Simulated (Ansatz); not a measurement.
Crystal: Al2O3.

```
Al O
1.0
     3.01748    0.00000    0.00000
    -1.50874    2.61322    0.00000
     0.00000    0.00000    7.57464
Al O
2 3
Direct
  0.00000 0.00000 0.72205
  0.00000 0.00000 0.27795
  0.00000 0.00000 0.50000
  0.66667 0.33333 0.80055
  0.33333 0.66667 0.19945
```

Measurements of this composition are mostly on another form, of space group No. 167.

| Item | Value |
| --- | --- |
| Program | Ansatz 0.2.0 |
| Task | relaxation of cell and atoms |
| Functional | PBEsol |
| Dispersion | D4 |
| Potentials or basis | Ansatz PAW |
| Cutoff | 420 eV (not typed: the program's choice for these potentials) |
| k mesh | 10 × 10 × 4 |
| Occupations | fermi-dirac, width 0.05 eV |
| Spin | no spin polarisation |

At the start: volume 11.95 Å³/atom.

Q: How do energy, volume and symmetry change on relaxing?

A: It ends after 11 steps and the volume is 11.35 Å³/atom (-5.0 %); space group P-3m1 (No. 164, to 0.05 Å).

Step by step:
| step | energy change (eV) | largest force (eV/Å) | volume (Å³) |
| --- | --- | --- | --- |
| 1 | 0.0000 | 0.1935 | 59.73 |
| 2 | -0.0326 | 0.2007 | 57.87 |
| 3 | -0.0432 | 0.0650 | 57.19 |
| 4 | -0.0433 | 0.0035 | 57.20 |
| 5 | -0.0432 | 0.0003 | 57.21 |
| 6 | -0.0353 | 0.0006 | 57.21 |
| 7 | -0.0375 | 0.0030 | 56.75 |
| 8 | -0.0374 | 0.0003 | 56.79 |
| 9 | -0.0358 | 0.0005 | 56.79 |
| 10 | -0.0360 | 0.0002 | 56.74 |
| 11 | -0.0357 | 0.0002 | 56.74 |

Final structure:
```
Al O
1.0
     2.97864    0.00000    0.00000
    -1.48932    2.57958    0.00000
     0.00000    0.00000    7.38468
Al O
2 3
Direct
  0.00000 0.00000 0.72596
  0.00000 0.00000 0.27404
  0.00000 0.00000 0.50000
  0.66667 0.33333 0.80646
  0.33333 0.66667 0.19354
```

Caveat: the plane-wave basis is chosen anew once the cell has moved, so the energies of steps on either side of that aren't comparable; the pressure holds a Pulay correction of +0.7 GPa for the finite cutoff; the PAW data sets come from PBE, with cores solved anew for the run's functional, which leaves a small shift of forces and pressure.
